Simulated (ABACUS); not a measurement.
# ZnS (Wurtzite-2H) (P6_3mc) in ABACUS: notebook

The runs below take ZnS (Wurtzite-2H) through single point, with PBE.

Everything below comes from runs of ABACUS 3.10.1. Logs are shortened: lines on timing, memory, paths and dates and some standing lists are left out, and cuts for length are marked.

**Measured values to compare with.**

A printed reference work, monograph reports, for a bulk crystal of ZnS at 4 K: band gap 3.911 eV (direct).

How close the calculation comes is told below.

### 1 The crystal as given

It takes space group P6_3mc (No. 186, hexagonal). The conventional cell has a = 3.811 Å, b = 3.811 Å, c = 6.234 Å, α = 90.00°, β = 90.00°, γ = 120.00°. Around Zn (site symmetry 3m) lie 4 S at 2.31 to 2.40 Å. Around S (site symmetry 3m) lie 4 Zn at 2.31 to 2.40 Å.

### 2 Single point, PBE

Contents of INPUT:

```
INPUT_PARAMETERS
suffix              ZnS
calculation         scf
basis_type          lcao
pseudo_dir          ./
orbital_dir         ./
latname             hexagonal
symmetry            1
dft_functional      pbe
ecutwfc             100
pseudo_rcut         7
nspin               1
nbands              38
ks_solver           genelpa
smearing_method     fd
smearing_sigma      0.00367493
scf_thr             1e-07
scf_nmax            100
mixing_type         broyden
mixing_beta         0.7
cal_force           1
cal_stress          1
out_mul             1
out_chg             1
out_pot             2
out_elf             1
```

Contents of STRU:

```
ATOMIC_SPECIES
Zn 65.3800 Zn.upf
S 32.0600 S.upf

NUMERICAL_ORBITAL
Zn_confined-atom_7au_3s2p2d1f.orb
S_confined-atom_7au_2s2p1d.orb

LATTICE_CONSTANT
7.2017462609

LATTICE_PARAMETERS
1.6357911309

ATOMIC_POSITIONS
Direct

Zn
0.0
2
0.6666666667 0.3333333333 0.5000000000 1 1 1
0.3333333333 0.6666666667 0.0000000000 1 1 1

S
0.0
2
0.6666666667 0.3333333333 0.8850000000 1 1 1
0.3333333333 0.6666666667 0.3850000000 1 1 1
```

Contents of KPT:

```
K_POINTS
0
Gamma
5 5 3 0 0 0
```

Potentials or basis: PseudoDojo NC FR 0.4 PBE standard, DZP LCAO (the cutoffs set its grid).

Run with:

```
> OMP_NUM_THREADS=1 mpirun -np 4 abacus > log
```

running log:

```text
ABACUS v3.10.1

               Atomic-orbital Based Ab-initio Computation at UStc

 ------------------------------------------------------------------------------------

 READING GENERAL INFORMATION
                           global_out_dir = OUT.ZnS/
                           global_in_card = INPUT
                               pseudo_dir = ./
                              orbital_dir = ./
                                    DSIZE = 4
                                    GSIZE = 1

 READING UNITCELL INFORMATION
                                    ntype = 2
                  lattice constant (Bohr) = 7.20175
              lattice constant (Angstrom) = 3.811

 READING ATOM TYPE 1
                               atom label = Zn
                      L=0, number of zeta = 3
                      L=1, number of zeta = 2
                      L=2, number of zeta = 2
                      L=3, number of zeta = 1
             number of atom for this type = 2

 READING ATOM TYPE 2
                               atom label = S
                      L=0, number of zeta = 2
                      L=1, number of zeta = 2
                      L=2, number of zeta = 1
             number of atom for this type = 2

                        TOTAL ATOM NUMBER = 4
DIRECT COORDINATES
    atom                   x                   y                   z     mag                  vx                  vy                  vz
taud_Zn1            0.6666666667        0.3333333333        0.5000000000  0.0000        0.0000000000        0.0000000000        0.0000000000
taud_Zn2            0.3333333333        0.6666666667        0.0000000000  0.0000        0.0000000000        0.0000000000        0.0000000000
taud_S1            0.6666666667        0.3333333333        0.8850000000  0.0000        0.0000000000        0.0000000000        0.0000000000
taud_S2            0.3333333333        0.6666666667        0.3850000000  0.0000        0.0000000000        0.0000000000        0.0000000000

                          Volume (Bohr^3) = 529.142
                             Volume (A^3) = 78.4106

 Lattice vectors: (Cartesian coordinate: in unit of a_0)
                   +1                  +0                  +0
                 -0.5           +0.866025                  +0
                   +0                  +0            +1.63579
 Reciprocal vectors: (Cartesian coordinate: in unit of 2 pi/a_0)
                   +1            +0.57735                  -0
                   -0             +1.1547                  -0
                   +0                  -0           +0.611325
 The esolver type has been set to : ksdft_lcao

                PAO radial cut off (Bohr) = 7

 Read in pseudopotential file is Zn.upf
                     pseudopotential type = NC
          exchange-correlation functional = PBE
                 nonlocal core correction = 1
                        valence electrons = 20
                                     lmax = 2
                           number of zeta = 4
                     number of projectors = 6
                           L of projector = 0
[... 5 lines left out ...]
                PAO radial cut off (Bohr) = 7

 Read in pseudopotential file is S.upf
                     pseudopotential type = NC
          exchange-correlation functional = PBE
                 nonlocal core correction = 1
                        valence electrons = 6
                                     lmax = 2
                           number of zeta = 2
                     number of projectors = 6
                           L of projector = 0
                           L of projector = 0
                           L of projector = 1
                           L of projector = 1
                           L of projector = 2
                           L of projector = 2
     initial pseudo atomic orbital number = 28

 SETUP THE ELECTRONS NUMBER
            electron number of element Zn = 20
      total electron number of element Zn = 40
             electron number of element S = 6
       total electron number of element S = 12
            AUTOSET number of electrons:  = 52
                           occupied bands = 26
                                   NLOCAL = 78
                                   NBANDS = 38
                                   NBANDS = 38
                                   NLOCAL = 78

%%%%%%%%%%%%%%%%%%%%%%%%%%%%%%%%%%%%%%%%%%%%%%%%%%%%%%%%%%%%%%%%%%%%%%%%%%%%%%%%%%%%%%%%%%%%%%%%%%%%%%%%%%
 Warning: the number of valence electrons in pseudopotential > 12 for Zn: [Ar] 3d10 4s2
 Pseudopotentials with additional electrons can yield (more) accurate outcomes, but may be less efficient.
 If you're confident that your chosen pseudopotential is appropriate, you can safely ignore this warning.
%%%%%%%%%%%%%%%%%%%%%%%%%%%%%%%%%%%%%%%%%%%%%%%%%%%%%%%%%%%%%%%%%%%%%%%%%%%%%%%%%%%%%%%%%%%%%%%%%%%%%%%%%%
[... 91 lines left out ...]
                                    ibrav = 4
                       right hand lattice = 1
                        ROTATION MATRICES = 24
                               nkstot_ibz = 10
K-POINTS REDUCTION ACCORDING TO SYMMETRY
     IBZ    DIRECT_X    DIRECT_Y    DIRECT_Z  WEIGHT  ibz2bz
       1  0.00000000  0.00000000  0.00000000  0.0133       0
       2 -0.20000000  0.20000000  0.00000000  0.0800       1
       3 -0.40000000  0.40000000  0.00000000  0.0800       2
       4 -0.20000000  0.40000000  0.00000000  0.0800       6
       5  0.40000000  0.40000000  0.00000000  0.0800       7
       6  0.00000000  0.00000000  0.33333333  0.0267      25
       7 -0.20000000  0.20000000  0.33333333  0.1600      26
       8 -0.40000000  0.40000000  0.33333333  0.1600      27
       9 -0.20000000  0.40000000  0.33333333  0.1600      31
      10  0.40000000  0.40000000  0.33333333  0.1600      32

                               nkstot now = 10
[... K-POINTS DIRECT COORDINATES: 10 rows ...]

           k-point number in this process = 10
       minimum distributed K point number = 10
[... stars of the k points ...]

[... K-POINTS CARTESIAN COORDINATES: 10 rows ...]

[... K-POINTS DIRECT COORDINATES: 10 rows ...]

 SETUP PLANE WAVES FOR WAVE FUNCTIONS
     energy cutoff for wavefunc (unit:Ry) = 100
              fft grid for wave functions = [ 45, 45, 75 ]
                    number of plane waves = 11045
                         number of sticks = 421

 PARALLEL PW FOR WAVE FUNCTIONS
     PROC   COLUMNS(POT)             PW
        1            105           2761
        2            105           2761
        3            106           2764
        4            105           2759
 --------------- sum -------------------
        4            421          11045

 SET NONLOCAL PSEUDOPOTENTIAL PROJECTORS
 SET NONLOCAL PSEUDOPOTENTIAL PROJECTORS
 max number of nonlocal projetors among all species is 6

 -------------------------------------------
 SELF-CONSISTENT
 -------------------------------------------

 SETUP SEARCHING RADIUS FOR PROGRAM TO SEARCH ADJACENT ATOMS
                  longest orb rcut (Bohr) = 7
   longest nonlocal projector rcut (Bohr) = 1.9
                     search radius (Bohr) = 17.8
              searching radius is (Bohr)) = 17.8
         searching radius unit is (Bohr)) = 7.2
                         PeriodicBoundary = 1
                        Radius(unit:lat0) = 2.47
                                   glayer = [ 4, 4, 3 ]
                             glayer_minus = [ 3, 3, 2 ]

Find the coordinate range of the input atom(unit:lat0).
                                  min_tau = [ -4.5, -2.31, -3.27 ]
                                  max_tau = [ 5, 3.18, 4.72 ]
                                BoxNumber = [ 7, 7, 5 ]

 SETUP EXTENDED REAL SPACE GRID FOR GRID INTEGRATION
                          real space grid = [ 45, 45, 75 ]
                 big cell numbers in grid = [ 9, 9, 15 ]
             meshcell numbers in big cell = [ 5, 5, 5 ]
                        extended fft grid = [ 11, 11, 9 ]
                dimension of extened grid = [ 32, 32, 34 ]
                            UnitCellTotal = 75
              Atom number in sub-FFT-grid = 4
    Local orbitals number in sub-FFT-grid = 78
                                ParaV.nnr = 51121
                                 init_chg = atomic

 LCAO ALGORITHM --------------- ION=   1  ELEC=   1--------------------------------

 Density error is 0.0461362062741
----------------------------------------------------------
     Energy           Rydberg                 eV
----------------------------------------------------------
 E_KohnSham     -880.3482212438      -11977.7520330803
 E_Harris       -888.5643517934      -12089.5382240673
 E_Fermi        0.6171397575         8.3966171650
----------------------------------------------------------
[... 80 lines left out ...]
 Density error is 4.2172235049e-08
----------------------------------------------------------
     Energy           Rydberg                 eV
----------------------------------------------------------
 E_KohnSham     -880.4142244182      -11978.6500523384
 E_KS(sigma->0) -880.4142244182      -11978.6500523383
 E_Harris       -880.4142358696      -11978.6502081420
 E_band         -92.8581428452       -1263.3998483925
 E_one_elec     -716.9692719140      -9754.8673889415
 E_Hartree      368.8513073331       5018.4794944793
 E_xc           -102.6811949808      -1397.0493291884
 E_Ewald        -429.6150648565      -5845.2128286878
 E_entropy(-TS) -0.0000000000        -0.0000000000
 E_descf        0.0000000000         0.0000000000
 E_exx          0.0000000000         0.0000000000
 E_Fermi        0.6450040429         8.7757302167
----------------------------------------------------------

 charge density convergence is achieved
 final etot is -11978.650052 eV
 EFERMI = 8.7757302167 eV
The vacuum level is 10.482143617 eV

 STATE ENERGY(eV) AND OCCUPATIONS    NSPIN == 1
 1/10 kpoint (Cartesian) = 0.0000 0.0000 0.0000 (2251 pws)
       1       -117.503      0.0266667
       2       -117.503      0.0266667
       3       -71.6909      0.0266667
       4       -71.6909      0.0266667
       5       -71.6908      0.0266667
       6       -71.6908      0.0266667
[... 230 lines left out ...]
      37        20.2600        0.00000
      38        20.2600        0.00000

[... levels at 4 further k points ...]

 correction force for each atom along direction 1 is 0.00193255
 correction force for each atom along direction 2 is -0.00122442
 correction force for each atom along direction 3 is 8.99123e-07
------------------------------------------------------------------------------------------
 TOTAL-FORCE (eV/Angstrom)
------------------------------------------------------------------------------------------
                       Zn1         0.0000000000         0.0000000000         0.3631841176
                       Zn2         0.0000000000         0.0000000000         0.3631841176
                        S1         0.0000000000         0.0000000000        -0.3631841176
                        S2         0.0000000000         0.0000000000        -0.3631841176
------------------------------------------------------------------------------------------

----------------------------------------------------------------
 TOTAL-STRESS (KBAR)
----------------------------------------------------------------
        44.5243652486         0.0000000000         0.0000000000
         0.0000000000        44.5243652486         0.0000000000
         0.0000000000        -0.0000000000        18.1890411510
----------------------------------------------------------------
 TOTAL-PRESSURE: 35.745924 KBAR

 --------------------------------------------
 !FINAL_ETOT_IS -11978.6500523383638210 eV
 --------------------------------------------
```

It took 6.4 s on 4 MPI ranks of Intel Xeon Platinum 8375C at 2.90GHz (Ice Lake), shared host; peak memory 0.48 GiB.

Results:

* Free energy: -11978.6501 eV
* Pressure: 3.6 GPa
* Largest force: 0.363 eV/Å
* Band gap on the k mesh: 2.39 eV, direct
* Mulliken charges: Zn +0.29; S -0.29 e

Forces in eV/Å, atoms in the order of the input:
```
Zn   0.000  0.000  0.363
Zn   0.000  0.000  0.363
S    0.000  0.000 -0.363
S    0.000  0.000 -0.363
```

Stress tensor (GPa, compression positive):
```
4.45 0.00 0.00
0.00 4.45 0.00
0.00 0.00 1.82
```

Caveat: the atomic orbitals were generated for these runs and aren't a published set; Mulliken charges move with the basis; the basis of atomic orbitals isn't converged, which shifts pressures, moduli and gaps.

### 3 Single point, PBE, spin-orbit coupling, no magnetisation

Contents of INPUT:

```
INPUT_PARAMETERS
suffix              ZnS
calculation         scf
basis_type          lcao
pseudo_dir          ./
orbital_dir         ./
latname             hexagonal
symmetry            0
dft_functional      pbe
ecutwfc             100
pseudo_rcut         7
nspin               4
nbands              76
ks_solver           genelpa
smearing_method     fd
smearing_sigma      0.00367493
scf_thr             1e-07
scf_nmax            100
mixing_type         broyden
mixing_beta         0.4
cal_force           1
cal_stress          1
noncolin            0
lspinorb            1
out_mul             1
out_chg             1
```

STRU is that of step 2.

KPT is that of step 2.

Potentials or basis: PseudoDojo NC FR 0.4 PBE standard, DZP LCAO (the cutoffs set its grid).

Run with:

```
> OMP_NUM_THREADS=1 mpirun -np 4 abacus > log
```

Wall time 25 s (4 MPI ranks of Intel Xeon Platinum 8375C at 2.90GHz (Ice Lake), shared host); peak memory 0.92 GiB.

Results (log left out):

| Property | Result |
| --- | --- |
| Free energy | -11978.7709 eV |
| Pressure | 3.5 GPa |
| Largest force | 0.363 eV/Å |
| Band gap on the k mesh | 2.38 eV, direct |
| Mulliken charges | Zn +0.29; S -0.29 e |

Forces in eV/Å, atoms in the order of the input:
```
Zn   0.000  0.000  0.363
Zn   0.000  0.000  0.363
S    0.000  0.000 -0.363
S    0.000  0.000 -0.363
```

Stress tensor (GPa, compression positive):
```
4.42 0.00 0.00
0.00 4.42 0.00
0.00 0.00 1.79
```

Levels at points of the mesh, in eV from the valence-band top:
| k point | band 49 | band 50 | band 51 | band 52 | band 53 | band 54 | band 55 | band 56 |
| --- | --- | --- | --- | --- | --- | --- | --- | --- |
| (0.00, 0.00, 0.00) | -0.03 | -0.03 | 0.00 | 0.00 | 2.38 | 2.38 | 3.01 | 3.01 |

Caveat: the atomic orbitals were generated for these runs and aren't a published set; Mulliken charges move with the basis; the basis of atomic orbitals isn't converged, which shifts pressures, moduli and gaps.

### 4 Comparison with measurements

Step 2. Measured gap of ZnS: 3.911 eV (direct; 4 K; a printed reference work, monograph). This calculation gives 2.39 eV (-1.52 eV). The value is that of PBE in an atomic basis (PseudoDojo NC FR 0.4 PBE standard, DZP LCAO (the cutoffs set its grid)), whose error adds to the functional's,, without temperature or zero-point motion. Semilocal functionals fall short of measured gaps as a rule.

Step 3. Measured gap of ZnS: 3.911 eV (direct; 4 K; a printed reference work, monograph). This calculation gives 2.38 eV (-1.53 eV). The value is that of PBE in an atomic basis (PseudoDojo NC FR 0.4 PBE standard, DZP LCAO (the cutoffs set its grid)), whose error adds to the functional's,, without temperature or zero-point motion. Semilocal functionals fall short of measured gaps as a rule.
